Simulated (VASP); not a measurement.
Input of a VASP 6.6.1 run:

INCAR

```
  ALGO = Fast
  EDIFF = 1E-7
  ENCUT = 450
  GGA = PE
  ISIF = 2
  ISMEAR = 0
  LASPH = T
  LCHARG = T
  LELF = T
  LREAL = F
  LVHAR = T
  LWAVE = F
  NBANDS = 16
  NELM = 80
  PREC = Accurate
  SIGMA = 0.02
```

The input KPOINTS:

```
k-points
0
Gamma
  3 3 2
```

Contents of POSCAR:

```
Te
1.0
    4.4540000000      0.0000000000      0.0000000000
   -2.2270000000      3.8572771485      0.0000000000
    0.0000000000      0.0000000000      5.9240000000
Te
3
Direct
    0.7310000000      0.7310000000      0.0000000000
    0.0000000000      0.2690000000      0.6666666667
    0.2690000000      0.0000000000      0.3333333333
```

Potentials or basis: VASP PAW PBE potentials, release 64 (Te_GW).

Run with:

```sh
$ cat potpaw_PBE.64/Te_GW/POTCAR > POTCAR
$ mpirun -np 1 vasp_std > vasp.out
```

(1) Estimate the largest force.

(2) Estimate the band gap on the k mesh.

Results:

(1) 0.136 eV/Å.

(2) 0.16 eV, direct.

Caveat: the k mesh is coarse (spacing up to 0.54 Å⁻¹), so the values aren't converged; spin-orbit coupling is left out, which moves the levels of the heavy elements; an odd mesh through Γ misses points on the zone boundary, where band edges often lie.
